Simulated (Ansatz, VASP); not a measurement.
## SrO: VASP beside Ansatz

INCAR

```
ALGO     = Normal         # electronic algorithm
EDIFF    = 1E-6           # SCF threshold, eV
ENCUT    = 520            # plane-wave cutoff, eV
GGA      = PS             # functional
ISIF     = 2              # what is computed and relaxed
ISMEAR   = 0              # smearing method
LASPH    = True           # aspherical terms in the spheres
LCHARG   = False          # write CHGCAR
LREAL    = False          # projectors in reciprocal space
LWAVE    = False          # write WAVECAR
NBANDS   = 15             # bands
NELM     = 100            # most SCF steps
PREC     = Accurate       # precision mode
SIGMA    = 0.05           # smearing width, eV
```

The input KPOINTS:

```
k-points
0
Gamma
  8 8 8
```

POSCAR

```
SrO
1.0
    0.0000000000      2.5283443637      2.6547615818
    2.5283443637      0.0000000000      2.6547615818
    2.5283443637      2.5283443637      0.0000000000
Sr O
1 1
Direct
    0.0000000000      0.0000000000      0.0000000000
    0.5000000000      0.5000000000      0.5000000000
```

Input for Ansatz:

```yaml
crystal:
  lattice:
    - [0.0, 2.5283443637, 2.6547615818]
    - [2.5283443637, 0.0, 2.6547615818]
    - [2.5283443637, 2.5283443637, 0.0]
  atoms:
    - { symbol: Sr, position: [0.0, 0.0, 0.0] }
    - { symbol: O, position: [0.5, 0.5, 0.5] }
basis:
  ecutwfc: 420
kpoints:
  mp_grid: { grid: [8, 8, 8] }
hamiltonian:
  xc: pbesol
scf:
  occupations: { method: gaussian, width: 0.05 }
output:
  forces: true
  stress: true
  eigenvalues: true
```

Alike in both runs: task single point; functional PBEsol; k mesh 8 × 8 × 8; occupations gaussian, width 0.05 eV; no spin polarisation.

|  | VASP | Ansatz |
| --- | --- | --- |
| version | VASP 6.6.1 | Ansatz 0.2.0 |
| potentials or method | VASP PAW PBE potentials, release 64 (Sr_sv, O) | scalar-relativistic, plane waves, PAW |
| plane-wave cutoff (eV) | 520 | 420 |
| valence electrons in the cell | 16 | 16 |

|  | VASP | Ansatz | Ansatz less VASP |
| --- | --- | --- | --- |
| gap on the k mesh at the Fermi level (eV) | 3.05 | 3.10 | +0.050 |
| least direct gap on the mesh (eV) | 3.12 | 3.16 | +0.037 |
| pressure (GPa) | 0.2 | -0.4 | -0.63 |
| largest component of the traceless stress (GPa) | 4.06 | 3.83 | -0.229 |

Caveats: the PAW data sets were made with another functional, which shifts forces and pressure a little (VASP). A k mesh can miss the band edges. A hybrid or GW would open this gap; PBEsol tends to underestimate it.
